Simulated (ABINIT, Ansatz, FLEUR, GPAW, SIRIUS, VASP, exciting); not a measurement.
## Cu: programs and potentials compared

```xyz
1
Lattice="-0.0086 1.7958 1.8017 1.8230 -0.0241 1.8172 1.7953 1.7836 0.0036" Properties=species:S:1:pos:R:3 pbc="T T T"
Cu    0.0083    0.0555   -0.0414
```

The given cell was strained at random by a few per cent at fixed volume.

Alike in all runs: task single point; functional PBEsol; k mesh 13 × 13 × 13; occupations fermi-dirac, width 0.05 eV; no spin polarisation; no spin-orbit coupling. Pressure is positive in compression and, in plane waves, holds the error of the finite cutoff, which Ansatz's Pulay term estimates and takes out.

```tsv
program and potentials	plane-wave cutoff (eV)	notes	pressure (GPa)	energy over the undisturbed cell (meV/atom)
Ansatz, Ansatz PAW	420	potentials made for PBE, which Ansatz adapts in part; 19 valence electrons an atom on average; Pulay term of +0.11 GPa included	-6.52	1.48
ABINIT, PseudoDojo NC SR PBEsol v0.4.1 standard	1252	19 valence electrons an atom on average	-6.89	-
SIRIUS, PseudoDojo 0.4.1 PBEsol standard (scalar relativistic)	1254	19 valence electrons an atom on average	-6.84	-
GPAW, PAW data sets generated for this functional	600	11 valence electrons an atom on average	-4.67	1.46
FLEUR, all-electron, FLAPW	-	-	-	1.43
exciting, all-electron LAPW+lo, shipped species files, valence relativity iora*	-	-	-	1.44
Ansatz, all-electron LAPW, scalar-relativistic	-	-	-6.52	-
VASP, PBE PAW files Cu, 520 eV	520	potentials made for PBE; 11 valence electrons an atom on average	-5.84	-
```

The pressure spans -6.89 (ABINIT, PseudoDojo NC SR PBEsol v0.4.1 standard) to -4.67 GPa (GPAW, PAW data sets generated for this functional), with all-electron results at -6.52.

Differences between rows come from potentials, basis sets and numerical settings, since the functional is the same but for its coding. Runs on potential files found faulty are left out.
